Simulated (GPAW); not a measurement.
# A GW chain in GPAW: SiC (P6_3mc)

How does a plane-wave GW calculation on SiC (P6_3mc) run from the first input to the gap?

Main program and level: GPAW 26.7.0; PBE and many-body steps on it, plane waves.

**The experiments to reproduce.**

- Gap 3.02 eV: band gap at cryogenic temperature; bulk crystal (literature value) (quoted in “Silicon carbide diodes for neutron detection”, 2020, arxiv:2009.14696).

- Gap 3 eV: optical absorption onset, approximate; UV-Vis-NIR transmission; bulk crystal (400 micron semi-insulating 6H-SiC wafer) (“Effects of energetic ion irradiation on WSe2/SiC heterostructures”, 2017, pmc:5482891).

- Gap 3.03 eV: indirect gap, experimental literature value; quoted from earlier experiment; bulk crystal (quoted in “Charge spill-out and work function of few-layer graphene on SiC(0001)”, 2018, arxiv:1806.04908).

## (1) Starting point

Symmetry: P6_3mc, No. 186, hexagonal system. Conventional cell: a = 3.077 Å, b = 3.077 Å, c = 15.098 Å, α = 90.00°, β = 90.00°, γ = 120.00°. Si has 4 C at 1.88 to 1.89 Å nearest. Nearest to Si lie 4 C at 1.88 to 1.89 Å. Si has 4 C at 1.89 Å nearest. C has 4 Si at 1.88 to 1.89 Å nearest. Nearest to C lie 4 Si at 1.88 to 1.89 Å. C has 4 Si at 1.89 Å nearest. Farther neighbours are not listed.

Structure file:

```cif
data_structure
_symmetry_space_group_name_H-M 'P 1'
_symmetry_Int_Tables_number 1
_cell_length_a 3.0766
_cell_length_b 3.0766
_cell_length_c 15.0981
_cell_angle_alpha 90.000
_cell_angle_beta 90.000
_cell_angle_gamma 120.000
_cell_volume 123.77
loop_
_atom_site_label
_atom_site_type_symbol
_atom_site_fract_x
_atom_site_fract_y
_atom_site_fract_z
_atom_site_occupancy
Si1 Si 0.33333 0.66667 0.83299 1
Si2 Si 0.66667 0.33333 0.33299 1
Si3 Si 0.66667 0.33333 0.66650 1
Si4 Si 0.33333 0.66667 0.16650 1
Si5 Si 0.00000 0.00000 0.49973 1
Si6 Si 0.00000 0.00000 0.99973 1
C7 C 0.00000 0.00000 0.87437 1
C8 C 0.00000 0.00000 0.37437 1
C9 C 0.33333 0.66667 0.70800 1
C10 C 0.66667 0.33333 0.20800 1
C11 C 0.66667 0.33333 0.54152 1
C12 C 0.33333 0.66667 0.04152 1
```

The cell and positions are those that the Materials Project relaxed with its own functionals (PBE, PBE+U or r2SCAN), kept fixed.

## (2) Ground state

This step: GPAW 26.7.0; DFT, PBE, plane waves, PAW.

The ground-state density comes first.

File run.py:

```python
import json
import numpy as np
from gpaw.mpi import world
from ase import Atoms
from gpaw import GPAW, PW, FermiDirac

atoms = Atoms(['Si', 'Si', 'Si', 'Si', 'Si', 'Si', 'C', 'C', 'C', 'C', 'C', 'C'],
    cell=[[3.0766210102, 0.0000000000, 0.0000000000],
      [-1.5383105051, 2.6644319527, 0.0000000000],
      [0.0000000000, 0.0000000000, 15.0980843200]],
    scaled_positions=[[0.3333333333, 0.6666666667, 0.8329861500],
      [0.6666666667, 0.3333333333, 0.3329861500],
      [0.6666666667, 0.3333333333, 0.6665006000],
      [0.3333333333, 0.6666666667, 0.1665006000],
      [0.0000000000, 0.0000000000, 0.4997294200],
      [0.0000000000, 0.0000000000, 0.9997294200],
      [0.0000000000, 0.0000000000, 0.8743664100],
      [0.0000000000, 0.0000000000, 0.3743664100],
      [0.3333333333, 0.6666666667, 0.7079967800],
      [0.6666666667, 0.3333333333, 0.2079967800],
      [0.6666666667, 0.3333333333, 0.5415216400],
      [0.3333333333, 0.6666666667, 0.0415216400]],
    pbc=(True, True, True))
calc = GPAW(mode=PW(600),
    xc='PBE',
    kpts={'size': (9, 9, 2), 'gamma': True},
    occupations=FermiDirac(0.001),
    nbands=-12,
    convergence={'density': 1e-6, 'bands': -3},
    maxiter=100,
    txt='gs.txt')
atoms.calc = calc
res = {'energy': atoms.get_potential_energy()}
kpts = calc.get_ibz_k_points()
res['kpts'] = kpts
res['eigenvalues'] = [calc.get_eigenvalues(kpt=k) for k in range(len(kpts))]
res['n_electrons'] = calc.get_number_of_electrons()
calc.write('gs.gpw')

if world.rank == 0:
    with open('result.json', 'w') as f:
        json.dump(res, f, default=lambda x: x.tolist())
```

The run is started by

```sh
$ mpirun -n 4 gpaw python run.py
```

Output:

```text
__  _  _
 | _ |_)|_||  |
 |__||  | ||/\| - 26.7.0

Input parameters:
  mode=PW(ecut=600.0),
  convergence={'density': 1e-06, 'bands': -3},
  kpts=MonkhorstPack(size=(9, 9, 2), gamma=True),
  maxiter=100,
  nbands=-12,
  occupations=Occupations(name='fermi-dirac', width=0.001, fixmagmom=False),
  xc=XC(name='PBE')
  [... matrices ...]
Diagonalizing LCAO Hamiltonian
Converting LCAO to pw mode

       Si

       C Si

         C

            Si

            C

       Si

       C    Si

            C
         Si

         C

Atoms  # Å, Bohr magnetons
|    | symbol |         x |        y |         z |    initial magnetic moments |
|  0 |     Si | -0.000000 | 1.776288 | 12.576495 | ( 0.0000,  0.0000,  0.0000) |
|  1 |     Si |  1.538311 | 0.888144 |  5.027453 | ( 0.0000,  0.0000,  0.0000) |
|  2 |     Si |  1.538311 | 0.888144 | 10.062882 | ( 0.0000,  0.0000,  0.0000) |
|  3 |     Si | -0.000000 | 1.776288 |  2.513840 | ( 0.0000,  0.0000,  0.0000) |
|  4 |     Si |  0.000000 | 0.000000 |  7.544957 | ( 0.0000,  0.0000,  0.0000) |
|  5 |     Si |  0.000000 | 0.000000 | 15.093999 | ( 0.0000,  0.0000,  0.0000) |
|  6 |      C |  0.000000 | 0.000000 | 13.201258 | ( 0.0000,  0.0000,  0.0000) |
|  7 |      C |  0.000000 | 0.000000 |  5.652216 | ( 0.0000,  0.0000,  0.0000) |
|  8 |      C | -0.000000 | 1.776288 | 10.689395 | ( 0.0000,  0.0000,  0.0000) |
|  9 |      C |  1.538311 | 0.888144 |  3.140353 | ( 0.0000,  0.0000,  0.0000) |
| 10 |      C |  1.538311 | 0.888144 |  8.175939 | ( 0.0000,  0.0000,  0.0000) |
| 11 |      C | -0.000000 | 1.776288 |  0.626897 | ( 0.0000,  0.0000,  0.0000) |

Unit cell  # Å
| periodic |         x |        y |         z |   lengths |     angles |
|      yes |  3.076621 | 0.000000 |  0.000000 |  3.076621 |  90.000000 |
|      yes | -1.538311 | 2.664432 |  0.000000 |  3.076621 |  90.000000 |
|      yes |  0.000000 | 0.000000 | 15.098084 | 15.098084 | 120.000000 |

Number of symmetries: 6
Symmetry operations  # r_c * U_cc + t_c -> r_c
|   | kind |            matrix            |
| 0 |  σ   |  1, 1, 0,  0,-1, 0,  0, 0, 1 |
| 1 |  E   |  1, 0, 0,  0, 1, 0,  0, 0, 1 |
| 2 |  C3  |  0, 1, 0, -1,-1, 0,  0, 0, 1 |
| 3 |  σ   |  0,-1, 0, -1, 0, 0,  0, 0, 1 |
| 4 |  σ   | -1, 0, 0,  1, 1, 0,  0, 0, 1 |
| 5 |  C3  | -1,-1, 0,  1, 0, 0,  0, 0, 1 |

BZ-sampling:
  Number of BZ points: 162
  Number of IBZ points: 24

  Monkhorst-Pack size: [9, 9, 2]
  Monkhorst-Pack shift: [0.0, 0.0, 0.25]

K-points  # in reciprocal-cell coordinates
|     |                                coordinates |     weight |
|   0 | (  0.00000000,   0.00000000,   0.00000000) | 0.00617284 |
|   1 | (  0.00000000,   0.00000000,   0.50000000) | 0.00617284 |
|   2 | (  0.11111111,   0.00000000,   0.00000000) | 0.03703704 |
|   3 | (  0.11111111,   0.00000000,   0.50000000) | 0.03703704 |
|   4 | (  0.22222222,  -0.11111111,   0.00000000) | 0.03703704 |
|   5 | (  0.22222222,  -0.11111111,   0.50000000) | 0.03703704 |
|   6 | (  0.22222222,   0.00000000,   0.00000000) | 0.03703704 |
|   7 | (  0.22222222,   0.00000000,   0.50000000) | 0.03703704 |
|   8 | (  0.33333333,  -0.11111111,   0.00000000) | 0.07407407 |
|   9 | (  0.33333333,  -0.11111111,   0.50000000) | 0.07407407 |
| ... |                                            |            |
|  23 | (  0.44444444,   0.44444444,   0.50000000) | 0.03703704 |

Plane wave coefficients: 4176
Cutoff: 600.0 eV

Spin-components: 1 (collinear spins)
Bands:           36
Projectors:      60
Spin-degeneracy: 2
Datatype:        complex128

  Storage: CPU
  Wave functions: 57_245_184 bytes (14_311_296 per core)
  Projectors: 49_294_464 bytes (12_323_616 per core)
  [... matrices ...]
Parallelization:
  kpt:    4
  domain: 1
  band:   1

Density:
  Valence electrons: 48.0
  Components: 1
  Grid points: [18 18 90]
  Charge: 0.0  # |e|

Potential:
  Grid points: [18 18 90]

species:
  Si:
    name:    Silicon
    Z:       14.0
    valence: 4
    core:    10
    charge:  0.0  # [|e|]
    compensation charges:
      type: gauss
      rc: 0.33  # [Å]
      lmax: 2
    cutoffs:
      filter: 1.86  # [Å]
      core: 2.06  # [Å]
    projectors
    | kind |    occ | energy [eV] | rcut [Å] |
    |   3s |  2.000 |     -10.812 |    1.058 |
    |   3p |  2.000 |      -4.081 |    1.058 |
    |    s |        |      16.399 |    1.058 |
    |    p |        |      23.130 |    1.058 |
    |    d |        |       0.000 |    1.058 |

    Using partial waves for Si as LCAO basis

  C:
    name:    Carbon
    Z:       6.0
    valence: 4
    core:    2
    charge:  0.0  # [|e|]
    compensation charges:
      type: gauss
      rc: 0.20  # [Å]
      lmax: 2
    cutoffs:
      filter: 1.14  # [Å]
      core: 1.14  # [Å]
    projectors
    | kind |    occ | energy [eV] | rcut [Å] |
    |   2s |  2.000 |     -13.751 |    0.635 |
    |   2p |  2.000 |      -5.284 |    0.635 |
    |    s |        |      13.461 |    0.635 |
    |    p |        |      21.927 |    0.635 |
    |    d |        |       0.000 |    0.635 |

    Using partial waves for C as LCAO basis

Reference energy: -53483.834194  # eV

eigensolver:
  PPCG
  Converge bands: -3
  niter=2

density mixing:
  MSR1-Mixer
  Pratt-step length: 0.05
  Maximum mixing coefficient: 0.75
  Old densities: 10
  SVD Regularization: 0.005
  Good broyden scale: 1.0
  Trust region scale: 1.0
  Backstep threshold: 4.0
  History deletion threshold: 6.0
  Fourier metric: weight=20.0, sigma=0.015

occupation numbers:
  Fermi-Dirac:
    width: 0.0010  # eV

poisson solver:
  ecut: 4800.0  # eV

xc functional:
  name: PBE with 2 nearest neighbor stencil

Initialization done in: 2.058 s

convergence criteria:
- Maximum integral of absolute [dens]ity change: 1e-06 electrons / valence electron
- Maximum [total energy] change in last 3 cyles: 0.0005 eV / valence electron
- Maximum integral of absolute [eigenst]ate change: 4e-08 eV^2 / valence electron
maximum number of iterations: 100

SCF iterations
|iter     |     time |      energy | eigst |  dens |
|iter:   1|  |  -99.503648 | +0.64 |       |
|iter:   2|  |  -97.335792 | -0.23 | -0.57 |
|iter:   3|  |  -89.837258 | -0.11 | -0.61 |
|iter:   4|  |  -89.805018 | -1.19 | -1.31 |
|iter:   5|  |  -89.831011 | -1.60 | -1.63 |
|iter:   6|  |  -89.825124 | -1.94 | -2.33 |
|iter:   7|  |  -89.825327c| -2.41 | -2.74 |
|iter:   8|  |  -89.825340c| -2.65 | -3.27 |
|iter:   9|  |  -89.825341c| -2.88 | -3.92 |
|iter:  10|  |  -89.825341c| -3.08 | -4.42 |
|iter:  11|  |  -89.825341c| -3.28 | -4.83 |
|iter:  12|  |  -89.825341c| -3.48 | -5.38 |
|iter:  13|  |  -89.825341c| -3.63 | -5.87 |
|iter:  14|  |  -89.825341c| -3.82 | -6.30c|
|iter:  15|  |  -89.825341c| -3.94 | -7.51c|
|iter:  16|  |  -89.825341c| -4.11 | -8.04c|
|iter:  17|  |  -89.825341c| -4.23 | -8.61c|
|iter:  18|  |  -89.825341c| -4.37 | -9.26c|
|iter:  19|  |  -89.825341c| -4.47 | -9.40c|
|iter:  20|  |  -89.825341c| -4.59 | -9.74c|
|iter:  21|  |  -89.825341c| -4.69 |-10.30c|
|iter:  22|  |  -89.825341c| -4.79 |-10.74c|
|iter:  23|  |  -89.825341c| -4.88 |-10.91c|
|iter:  24|  |  -89.825341c| -4.96 |-11.20c|
|iter:  25|  |  -89.825341c| -5.04 |-11.48c|
|iter:  26|  |  -89.825341c| -5.12 |-11.83c|
|iter:  27|  |  -89.825341c| -5.21 |-12.26c|
|iter:  28|  |  -89.825341c| -5.28 |-12.63c|
|iter:  29|  |  -89.825341c| -5.36 |-13.06c|
|iter:  30|  |  -89.825341c| -5.44 |-13.06c|
[...]
|iter:  52|  |  -89.825341c| -7.10 |-15.39c|
|iter:  53|  |  -89.825341c| -7.17 |-15.60c|
|iter:  54|  |  -89.825341c| -7.25 |-15.60c|
|iter:  55|  |  -89.825341c| -7.32 |-15.42c|
|iter:  56|  |  -89.825341c| -7.40 |-15.34c|
|iter:  57|  |  -89.825341c| -7.47c|-15.39c|

Converged in 57 steps
SCF loop duration: 82.069 s (1.440 s/step)
Energy contributions relative to reference atoms: (reference = -53483.834194)
  [... matrices ...]
Energy contributions:
  Kinetic:          99.286652
  Coulomb:         -83.415109
  Zero:             -0.110490
  External:          0.000000
  Xc:             -105.586395
  Entropy:          -0.000000
  Spinorbit:         0.000000
  ----------------------------
  Free energy:     -89.825341
  Extrapolated:    -89.825341

dipole moment: (-12.728068, -22.045661, 27.648796)  # |e|*Ang

Fermi level: 9.762
Eigenvalues  # (at kpt = [0.000, 0.000, 0.000])
| band index |      eig [eV] | occ [0-2] |
|          0 |        -7.161 |     2.000 |
|        ... |               |           |
|         16 |         7.479 |     2.000 |
|         17 |         7.947 |     2.000 |
|         18 |         7.947 |     2.000 |
|         19 |         8.029 |     2.000 |
|         20 |         8.029 |     2.000 |
|         21 |         8.294 |     2.000 |
|         22 |         8.331 |     2.000 |
|         23 |         8.331 |     2.000 |
|         24 |        13.539 |     0.000 |
[...]
|         28 |        14.696 |     0.000 |
|         29 |        15.037 |     0.000 |
|         30 |        15.257 |     0.000 |
|         31 |        15.257 |     0.000 |
|        ... |               |           |
|         35 |        16.459 |     0.000 |

Gap: 2.104 eV
Transition (v -> c):
  (s=0, k=0, n=23, [0.00, 0.00, 0.00]) -> (s=0, k=18, n=24, [0.44, 0.00, 0.00])
Direct/indirect transitions are different
Direct gap: 3.175 eV
Transition at: (s=0, k=18, n=23, [0.44, 0.00, 0.00])
# Writing to gs.gpw (mode='')
  [... matrices ...]
```

Wall time 86 s (4 MPI ranks of Arm Neoverse V2, shared host); peak memory 0.92 GiB.

Numbers from this step:

| Quantity | Value |
| --- | --- |
| total energy | -89.8253 eV |
| gap | 2.104 eV |
| k of the valence top | 0, 0, 0 |
| k of the conduction bottom | 0.4444, 0, 0 |
| least direct gap | 3.175 eV |

The gap is indirect, with the least direct gap 1.07 eV higher.

## (3) Bands along the symmetry lines

Levels along a band path, at the cheap level, show where the edges lie and whether the meshes to come will hold them.

File run.py:

```python
import json
import numpy as np
from gpaw.mpi import world
from gpaw import GPAW

path = [[0.000000, 0.000000, 0.000000],
    [0.062500, 0.000000, 0.000000],
    [0.125000, 0.000000, 0.000000],
    [0.187500, 0.000000, 0.000000],
    [0.250000, 0.000000, 0.000000],
    [0.312500, 0.000000, 0.000000],
    [0.375000, 0.000000, 0.000000],
    [0.437500, 0.000000, 0.000000],
    [0.500000, 0.000000, 0.000000],
    [0.479167, 0.041667, 0.000000],
    [0.458333, 0.083333, 0.000000],
    [0.437500, 0.125000, 0.000000],
    [0.416667, 0.166667, 0.000000],
    [0.395833, 0.208333, 0.000000],
    [0.375000, 0.250000, 0.000000],
    [0.354167, 0.291667, 0.000000],
    [0.333333, 0.333333, 0.000000],
    [0.291667, 0.291667, 0.000000],
    [0.250000, 0.250000, 0.000000],
    [0.208333, 0.208333, 0.000000],
    [0.166667, 0.166667, 0.000000],
    [0.125000, 0.125000, 0.000000],
    [0.083333, 0.083333, 0.000000],
    [0.041667, 0.041667, 0.000000],
    [0.000000, 0.000000, 0.000000],
    [0.000000, 0.000000, 0.062500],
    [0.000000, 0.000000, 0.125000],
    [0.000000, 0.000000, 0.187500],
    [0.000000, 0.000000, 0.250000],
    [0.000000, 0.000000, 0.312500],
    [0.000000, 0.000000, 0.375000],
    [0.000000, 0.000000, 0.437500],
    [0.000000, 0.000000, 0.500000],
    [0.062500, 0.000000, 0.500000],
    [0.125000, 0.000000, 0.500000],
    [0.187500, 0.000000, 0.500000],
    [0.250000, 0.000000, 0.500000],
    [0.312500, 0.000000, 0.500000],
    [0.375000, 0.000000, 0.500000],
    [0.437500, 0.000000, 0.500000],
    [0.500000, 0.000000, 0.500000],
    [0.479167, 0.041667, 0.500000],
    [0.458333, 0.083333, 0.500000],
    [0.437500, 0.125000, 0.500000],
    [0.416667, 0.166667, 0.500000],
    [0.395833, 0.208333, 0.500000],
    [0.375000, 0.250000, 0.500000],
    [0.354167, 0.291667, 0.500000],
    [0.333333, 0.333333, 0.500000],
    [0.291667, 0.291667, 0.500000],
    [0.250000, 0.250000, 0.500000],
    [0.208333, 0.208333, 0.500000],
    [0.166667, 0.166667, 0.500000],
    [0.125000, 0.125000, 0.500000],
    [0.083333, 0.083333, 0.500000],
    [0.041667, 0.041667, 0.500000],
    [0.000000, 0.000000, 0.500000],
    [0.500000, 0.000000, 0.500000],
    [0.500000, 0.000000, 0.437500],
    [0.500000, 0.000000, 0.375000],
    [0.500000, 0.000000, 0.312500],
    [0.500000, 0.000000, 0.250000],
    [0.500000, 0.000000, 0.187500],
    [0.500000, 0.000000, 0.125000],
    [0.500000, 0.000000, 0.062500],
    [0.500000, 0.000000, 0.000000],
    [0.333333, 0.333333, 0.500000],
    [0.333333, 0.333333, 0.437500],
    [0.333333, 0.333333, 0.375000],
    [0.333333, 0.333333, 0.312500],
    [0.333333, 0.333333, 0.250000],
    [0.333333, 0.333333, 0.187500],
    [0.333333, 0.333333, 0.125000],
    [0.333333, 0.333333, 0.062500],
    [0.333333, 0.333333, 0.000000]]
calc = GPAW('gs.gpw').fixed_density(kpts=path,
    symmetry='off',
    nbands=34,
    convergence={'bands': 30},
    txt='bands.txt')
res = {}
kpts = calc.get_ibz_k_points()
res['kpts'] = kpts
res['eigenvalues'] = [calc.get_eigenvalues(kpt=k) for k in range(len(kpts))]
res['n_electrons'] = calc.get_number_of_electrons()

if world.rank == 0:
    with open('result.json', 'w') as f:
        json.dump(res, f, default=lambda x: x.tolist())
```

The run is started by

```sh
$ mpirun -n 4 gpaw python run.py
```

Output:

```text
Diagonalizing LCAO Hamiltonian
Converting LCAO to pw mode
convergence criteria:
- Maximum integral of absolute [eigenst]ate change: 4e-08 eV^2 / valence electron
maximum number of iterations: 100

SCF iterations
|iter     |     time |      energy | eigst |  dens |
|iter:   1|  |             | +0.58 |       |
|iter:   2|  |             | -0.54 |       |
|iter:   3|  |             | -1.53 |       |
[...]
|iter:  21|  |             | -7.23 |       |
|iter:  22|  |             | -7.39 |       |
|iter:  23|  |             | -7.56c|       |
SCF steps: 23
  __  _  _
 | _ |_)|_||  |
 |__||  | ||/\| - 26.7.0

Input parameters:
  mode=PW(ecut=600.0),
  convergence={'bands': 30},
  gpts=array([18, 18, 90]),
  kpts=KPoints(kpts=array([[0.      , 0.      , 0.      ],
         [0.0625  , 0.      , 0.      ],
         [0.125   , 0.      , 0.      ],
         [0.1875  , 0.      , 0.      ],
[...]
[0.479167, 0.041667, 0.      ],
         [0.458333, 0.083333, 0.      ],
[...]
[0.416667, 0.166667, 0.      ],
[...]
[0.5     , 0.      , 0.0625  ],
         [0.5     , 0.      , 0.      ],
[...]
[0.333333, 0.333333, 0.125   ],
         [0.333333, 0.333333, 0.0625  ],
         [0.333333, 0.333333, 0.      ]])),
  maxiter=100,
  nbands=34,
  occupations=Occupations(name='fermi-dirac', width=0.001, fixmagmom=False),
  parallel={},
  symmetry=Symmetry(point_group=False, time_reversal=False),
  xc=XC(name='PBE')
```

The job ended after 94 s (4 MPI ranks; peak memory 1.2 GiB; 6.3 min of CPU time).

This step gave:

```yaml
gap: 2.013 eV
k_of_the_valence_top: 0, 0, 0
k_of_the_conduction_bottom: 0.5, 0, 0.1875
least_direct_gap: 3.121 eV
```

The gap is 2.013 eV, −0.091 eV from the run before at this level.

Electronic bands along the path, in eV, zero at the top of the highest filled band:

| point | band 21 | band 22 | band 23 | band 24 | band 25 | band 26 | band 27 | band 28 |
| --- | --- | --- | --- | --- | --- | --- | --- | --- |
| Γ | -0.30 | -0.04 | 0.00 | 0.00 | 5.21 | 5.38 | 5.79 | 6.31 |
| halfway | -1.15 | -1.12 | -0.71 | -0.53 | 3.67 | 3.91 | 4.39 | 5.02 |
| M | -1.82 | -1.79 | -1.67 | -1.10 | 2.02 | 2.21 | 3.21 | 3.89 |
| halfway | -2.44 | -2.23 | -2.01 | -1.77 | 2.85 | 3.52 | 4.50 | 4.94 |
| K | -3.17 | -2.22 | -2.08 | -2.08 | 3.48 | 3.48 | 3.77 | 5.08 |
| halfway | -1.79 | -1.74 | -1.30 | -0.72 | 4.82 | 4.87 | 4.98 | 5.06 |
| Γ | -0.30 | -0.04 | 0.00 | 0.00 | 5.21 | 5.38 | 5.79 | 6.31 |
| halfway | -0.20 | -0.20 | -0.02 | -0.02 | 5.23 | 5.34 | 5.86 | 6.21 |
| A | -0.10 | -0.10 | -0.10 | -0.10 | 5.27 | 5.27 | 6.02 | 6.02 |
| halfway | -1.00 | -1.00 | -0.71 | -0.71 | 3.78 | 3.78 | 4.74 | 4.74 |
| L | -1.72 | -1.72 | -1.31 | -1.31 | 2.06 | 2.06 | 3.43 | 3.43 |
| halfway | -2.68 | -2.68 | -1.67 | -1.67 | 3.21 | 3.21 | 4.48 | 4.48 |
| H | -2.65 | -2.65 | -2.27 | -2.27 | 3.67 | 3.67 | 4.35 | 4.35 |
| halfway | -1.96 | -1.96 | -0.85 | -0.85 | 4.75 | 4.75 | 5.14 | 5.14 |
| A | -0.10 | -0.10 | -0.10 | -0.10 | 5.27 | 5.27 | 6.02 | 6.02 |
| jump to L | -1.72 | -1.72 | -1.31 | -1.31 | 2.06 | 2.06 | 3.43 | 3.43 |
| halfway | -2.00 | -1.64 | -1.54 | -1.16 | 2.01 | 2.16 | 3.28 | 3.67 |
| M | -1.82 | -1.79 | -1.67 | -1.10 | 2.02 | 2.21 | 3.21 | 3.89 |
| jump to H | -2.65 | -2.65 | -2.27 | -2.27 | 3.67 | 3.67 | 4.35 | 4.35 |
| halfway | -2.99 | -2.34 | -2.16 | -2.16 | 3.57 | 3.57 | 3.93 | 4.83 |
| K | -3.17 | -2.22 | -2.08 | -2.08 | 3.48 | 3.48 | 3.77 | 5.08 |

(Continued in part 2 of 2.)

[Paths, hosts, dates, memory and timing lines, banners, echoed tables and standing remarks are left out of the program output.]

[Logs are printed without paths, hosts, clocks, repeated set-up lines and the standing remarks that a program may print on its own settings, such as how far it seeks lower states.]

[Runs of the session that timed out or met a known fault of the program may be left out.]

[Hosts, paths, dates, database ids (printed as entryN), source tags and the programs' standing remarks are cut or masked in the printed files.]
